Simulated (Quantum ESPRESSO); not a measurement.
A run of Quantum ESPRESSO 7.5:

The input pw.in:

```
&CONTROL
  calculation = 'scf'
  prefix = 'pwscf'
  outdir = './tmp'
  pseudo_dir = './pseudo'
  tprnfor = .true.
  tstress = .true.
  disk_io = 'low'
/
&SYSTEM
  ibrav = 0
  nat = 2
  ntyp = 2
  ecutwfc = 56
  ecutrho = 448
  nbnd = 29
  occupations = 'smearing'
  smearing = 'fd'
  degauss = 0.00367493
  nspin = 2
  starting_magnetization(1) = 0
  starting_magnetization(2) = 0.1176
/
&ELECTRONS
  conv_thr = 4d-10
  electron_maxstep = 120
  mixing_beta = 0.3
/
ATOMIC_SPECIES
Ga    69.7230 ga_lda_v1.4.uspp.F.UPF
Co    58.9332 co_lda_v1.2.uspp.F.UPF
CELL_PARAMETERS angstrom
   2.8780000000    0.0000000000    0.0000000000
   0.0000000000    2.8780000000    0.0000000000
   0.0000000000    0.0000000000    2.8780000000
ATOMIC_POSITIONS angstrom
Ga     1.4390000000    1.4390000000    1.4390000000
Co     0.0000000000    0.0000000000    0.0000000000
K_POINTS automatic
7 7 7 0 0 0
```

File nscf.in:

```
&CONTROL
  calculation = 'nscf'
  prefix = 'pwscf'
  outdir = './tmp'
  pseudo_dir = './pseudo'
  disk_io = 'low'
/
&SYSTEM
  ibrav = 0
  nat = 2
  ntyp = 2
  ecutwfc = 56
  ecutrho = 448
  nbnd = 36
  occupations = 'smearing'
  smearing = 'fd'
  degauss = 0.00367493
  nspin = 2
  starting_magnetization(1) = 0
  starting_magnetization(2) = 0.1176
  nosym = .true.
  noinv = .true.
/
&ELECTRONS
  conv_thr = 1d-09
  electron_maxstep = 120
  mixing_beta = 0.3
  diago_full_acc = .true.
  startingwfc = 'random'
/
ATOMIC_SPECIES
Ga    69.7230 ga_lda_v1.4.uspp.F.UPF
Co    58.9332 co_lda_v1.2.uspp.F.UPF
CELL_PARAMETERS angstrom
   2.8780000000    0.0000000000    0.0000000000
   0.0000000000    2.8780000000    0.0000000000
   0.0000000000    0.0000000000    2.8780000000
ATOMIC_POSITIONS angstrom
Ga     1.4390000000    1.4390000000    1.4390000000
Co     0.0000000000    0.0000000000    0.0000000000
K_POINTS crystal
125
  0.00000000   0.00000000   0.00000000 8.00000000e-03
  0.00000000   0.00000000   0.20000000 8.00000000e-03
  0.00000000   0.00000000   0.40000000 8.00000000e-03
  0.00000000   0.00000000   0.60000000 8.00000000e-03
  0.00000000   0.00000000   0.80000000 8.00000000e-03
  0.00000000   0.20000000   0.00000000 8.00000000e-03
[... 117 lines left out ...]
  0.80000000   0.80000000   0.60000000 8.00000000e-03
  0.80000000   0.80000000   0.80000000 8.00000000e-03
```

Contents of pw2wan_up.in:

```
&INPUTPP
  prefix = 'pwscf'
  outdir = './tmp'
  seedname = 'w_up'
  write_mmn = .true.
  write_amn = .true.
  spin_component = 'up'
/
```

pw2wan_dn.in

```
&INPUTPP
  prefix = 'pwscf'
  outdir = './tmp'
  seedname = 'w_dn'
  write_mmn = .true.
  write_amn = .true.
  spin_component = 'down'
/
```

File bands.in:

```
&CONTROL
  calculation = 'bands'
  prefix = 'pwscf'
  outdir = './tmp'
  pseudo_dir = './pseudo'
  disk_io = 'low'
/
&SYSTEM
  ibrav = 0
  nat = 2
  ntyp = 2
  ecutwfc = 56
  ecutrho = 448
  nbnd = 36
  occupations = 'smearing'
  smearing = 'fd'
  degauss = 0.00367493
  nspin = 2
  starting_magnetization(1) = 0
  starting_magnetization(2) = 0.1176
/
&ELECTRONS
  conv_thr = 1d-08
  electron_maxstep = 120
  mixing_beta = 0.3
  diago_full_acc = .true.
  startingwfc = 'random'
/
ATOMIC_SPECIES
Ga    69.7230 ga_lda_v1.4.uspp.F.UPF
Co    58.9332 co_lda_v1.2.uspp.F.UPF
CELL_PARAMETERS angstrom
   2.8780000000    0.0000000000    0.0000000000
   0.0000000000    2.8780000000    0.0000000000
   0.0000000000    0.0000000000    2.8780000000
ATOMIC_POSITIONS angstrom
Ga     1.4390000000    1.4390000000    1.4390000000
Co     0.0000000000    0.0000000000    0.0000000000
K_POINTS crystal
71
  0.00000000   0.00000000   0.00000000 1
  0.00000000   0.05555600   0.00000000 1
  0.00000000   0.11111100   0.00000000 1
  0.00000000   0.16666700   0.00000000 1
  0.00000000   0.22222200   0.00000000 1
  0.00000000   0.27777800   0.00000000 1
  0.00000000   0.33333300   0.00000000 1
  0.00000000   0.38888900   0.00000000 1
  0.00000000   0.44444400   0.00000000 1
  0.00000000   0.50000000   0.00000000 1
  0.05555600   0.50000000   0.00000000 1
  0.11111100   0.50000000   0.00000000 1
  0.16666700   0.50000000   0.00000000 1
  0.22222200   0.50000000   0.00000000 1
  0.27777800   0.50000000   0.00000000 1
  0.33333300   0.50000000   0.00000000 1
  0.38888900   0.50000000   0.00000000 1
  0.44444400   0.50000000   0.00000000 1
  0.50000000   0.50000000   0.00000000 1
  0.46153800   0.46153800   0.00000000 1
  0.42307700   0.42307700   0.00000000 1
  0.38461500   0.38461500   0.00000000 1
  0.34615400   0.34615400   0.00000000 1
  0.30769200   0.30769200   0.00000000 1
  0.26923100   0.26923100   0.00000000 1
  0.23076900   0.23076900   0.00000000 1
  0.19230800   0.19230800   0.00000000 1
  0.15384600   0.15384600   0.00000000 1
  0.11538500   0.11538500   0.00000000 1
  0.07692300   0.07692300   0.00000000 1
  0.03846200   0.03846200   0.00000000 1
  0.00000000   0.00000000   0.00000000 1
  0.03125000   0.03125000   0.03125000 1
  0.06250000   0.06250000   0.06250000 1
  0.09375000   0.09375000   0.09375000 1
  0.12500000   0.12500000   0.12500000 1
  0.15625000   0.15625000   0.15625000 1
  0.18750000   0.18750000   0.18750000 1
  0.21875000   0.21875000   0.21875000 1
  0.25000000   0.25000000   0.25000000 1
  0.28125000   0.28125000   0.28125000 1
  0.31250000   0.31250000   0.31250000 1
  0.34375000   0.34375000   0.34375000 1
  0.37500000   0.37500000   0.37500000 1
  0.40625000   0.40625000   0.40625000 1
  0.43750000   0.43750000   0.43750000 1
  0.46875000   0.46875000   0.46875000 1
  0.50000000   0.50000000   0.50000000 1
  0.46153800   0.50000000   0.46153800 1
  0.42307700   0.50000000   0.42307700 1
  0.38461500   0.50000000   0.38461500 1
  0.34615400   0.50000000   0.34615400 1
  0.30769200   0.50000000   0.30769200 1
  0.26923100   0.50000000   0.26923100 1
  0.23076900   0.50000000   0.23076900 1
  0.19230800   0.50000000   0.19230800 1
  0.15384600   0.50000000   0.15384600 1
  0.11538500   0.50000000   0.11538500 1
  0.07692300   0.50000000   0.07692300 1
  0.03846200   0.50000000   0.03846200 1
  0.00000000   0.50000000   0.00000000 1
  0.50000000   0.50000000   0.00000000 1
  0.50000000   0.50000000   0.05555600 1
  0.50000000   0.50000000   0.11111100 1
  0.50000000   0.50000000   0.16666700 1
  0.50000000   0.50000000   0.22222200 1
  0.50000000   0.50000000   0.27777800 1
  0.50000000   0.50000000   0.33333300 1
  0.50000000   0.50000000   0.38888900 1
  0.50000000   0.50000000   0.44444400 1
  0.50000000   0.50000000   0.50000000 1
```

The input w_up.win:

```
num_wann = 18
num_bands = 29
guiding_centres = true
dis_froz_max = 19.58
dis_num_iter = 600
dis_mix_ratio = 0.5
dis_conv_tol = 1.0d-9
num_iter = 1200
search_shells = 100
kmesh_tol = 1.0d-4
conv_tol = 1.0d-8
conv_window = 4
num_print_cycles = 200
fermi_energy = 17.5845
bands_plot = true
write_hr = true
mp_grid = 5 5 5
exclude_bands = 1-7
spin = up
begin projections
Ga: s;p;d
Co: s;p;d
end projections
begin unit_cell_cart
ang
  2.8780000000   0.0000000000   0.0000000000
  0.0000000000   2.8780000000   0.0000000000
  0.0000000000   0.0000000000   2.8780000000
end unit_cell_cart
begin atoms_frac
Ga   0.5000000000   0.5000000000   0.5000000000
Co   0.0000000000   0.0000000000   0.0000000000
end atoms_frac
begin kpoint_path
G   0.0000000000   0.0000000000   0.0000000000  X   0.0000000000   0.5000000000   0.0000000000
X   0.0000000000   0.5000000000   0.0000000000  M   0.5000000000   0.5000000000   0.0000000000
M   0.5000000000   0.5000000000   0.0000000000  G   0.0000000000   0.0000000000   0.0000000000
G   0.0000000000   0.0000000000   0.0000000000  R   0.5000000000   0.5000000000   0.5000000000
R   0.5000000000   0.5000000000   0.5000000000  X   0.0000000000   0.5000000000   0.0000000000
M   0.5000000000   0.5000000000   0.0000000000  R   0.5000000000   0.5000000000   0.5000000000
end kpoint_path
bands_num_points = 9
begin kpoints
  0.00000000   0.00000000   0.00000000
  0.00000000   0.00000000   0.20000000
  0.00000000   0.00000000   0.40000000
  0.00000000   0.00000000   0.60000000
  0.00000000   0.00000000   0.80000000
  0.00000000   0.20000000   0.00000000
[... 117 lines left out ...]
  0.80000000   0.80000000   0.60000000
  0.80000000   0.80000000   0.80000000
end kpoints
```

Contents of w_dn.win:

```
num_wann = 18
num_bands = 29
guiding_centres = true
dis_froz_max = 20.58
dis_num_iter = 600
dis_mix_ratio = 0.5
dis_conv_tol = 1.0d-9
num_iter = 1200
search_shells = 100
kmesh_tol = 1.0d-4
conv_tol = 1.0d-8
conv_window = 4
num_print_cycles = 200
fermi_energy = 17.5845
bands_plot = true
write_hr = true
mp_grid = 5 5 5
exclude_bands = 1-7
spin = down
begin projections
Ga: s;p;d
Co: s;p;d
end projections
begin unit_cell_cart
ang
  2.8780000000   0.0000000000   0.0000000000
  0.0000000000   2.8780000000   0.0000000000
  0.0000000000   0.0000000000   2.8780000000
end unit_cell_cart
begin atoms_frac
Ga   0.5000000000   0.5000000000   0.5000000000
Co   0.0000000000   0.0000000000   0.0000000000
end atoms_frac
begin kpoint_path
G   0.0000000000   0.0000000000   0.0000000000  X   0.0000000000   0.5000000000   0.0000000000
X   0.0000000000   0.5000000000   0.0000000000  M   0.5000000000   0.5000000000   0.0000000000
M   0.5000000000   0.5000000000   0.0000000000  G   0.0000000000   0.0000000000   0.0000000000
G   0.0000000000   0.0000000000   0.0000000000  R   0.5000000000   0.5000000000   0.5000000000
R   0.5000000000   0.5000000000   0.5000000000  X   0.0000000000   0.5000000000   0.0000000000
M   0.5000000000   0.5000000000   0.0000000000  R   0.5000000000   0.5000000000   0.5000000000
end kpoint_path
bands_num_points = 9
begin kpoints
  0.00000000   0.00000000   0.00000000
  0.00000000   0.00000000   0.20000000
  0.00000000   0.00000000   0.40000000
  0.00000000   0.00000000   0.60000000
  0.00000000   0.00000000   0.80000000
  0.00000000   0.20000000   0.00000000
[... 117 lines left out ...]
  0.80000000   0.80000000   0.60000000
  0.80000000   0.80000000   0.80000000
end kpoints
```

Potentials or basis: GBRV 1.5 LDA.

The run is started by

```console
$ OMP_NUM_THREADS=1 pw.x -in pw.in > pw.out
$ OMP_NUM_THREADS=1 pw.x -in nscf.in > nscf.out
$ wannier90.x -pp w_up
$ OMP_NUM_THREADS=1 pw2wannier90.x -in pw2wan_up.in > pw2wan_up.out
$ wannier90.x w_up
$ wannier90.x -pp w_dn
$ OMP_NUM_THREADS=1 pw2wannier90.x -in pw2wan_dn.in > pw2wan_dn.out
$ wannier90.x w_dn
$ OMP_NUM_THREADS=1 pw.x -in bands.in > bands.out
```

Hardware: 1 thread of Arm Neoverse V2 (shared host).

Question: Estimate the wall time of this run.

Answer: Run time: 6 min on 1 thread of Arm Neoverse V2, on a shared host, peak memory 0.19 GiB. Counts: scf iterations 25, k pools 1, bands 29, k points 20, g dense 25677.
